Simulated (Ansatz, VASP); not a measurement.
**Zn: VASP beside Ansatz**

```xyz
2
Lattice="2.6339 0.0000 0.0000 -1.3170 2.2810 0.0000 0.0000 0.0000 4.8989" Properties=species:S:1:pos:R:3 pbc="T T T"
Zn    1.3170    0.7603    3.6742
Zn    0.0000    1.5207    1.2247
```

Change from the starting cell: volume scaled by 0.96.

Alike in both runs: task single point; functional PBEsol; k mesh 11 × 11 × 6; occupations fermi-dirac, width 0.05 eV; no spin polarisation.

|  | VASP | Ansatz |
| --- | --- | --- |
| version | VASP 6.6.1 | Ansatz 0.2.0 |
| potentials or method | VASP PAW PBE potentials, release 64 (Zn), cutoff 520 eV | all-electron LAPW, scalar-relativistic |

```csv
,VASP,Ansatz,Ansatz less VASP
gap on the k mesh at the Fermi level (eV),none,none,-
pressure (GPa),-2.4,-2.8,-0.39
largest component of the traceless stress (GPa),1.01,0.87,-0.139
```

A gap of «none» marks a metal or a gap that the smearing closes. Ansatz ran all-electron here, so the differences hold the error of VASP's frozen core and of both bases.

Caveats: the PAW data sets were made with another functional, which shifts forces and pressure a little (VASP).
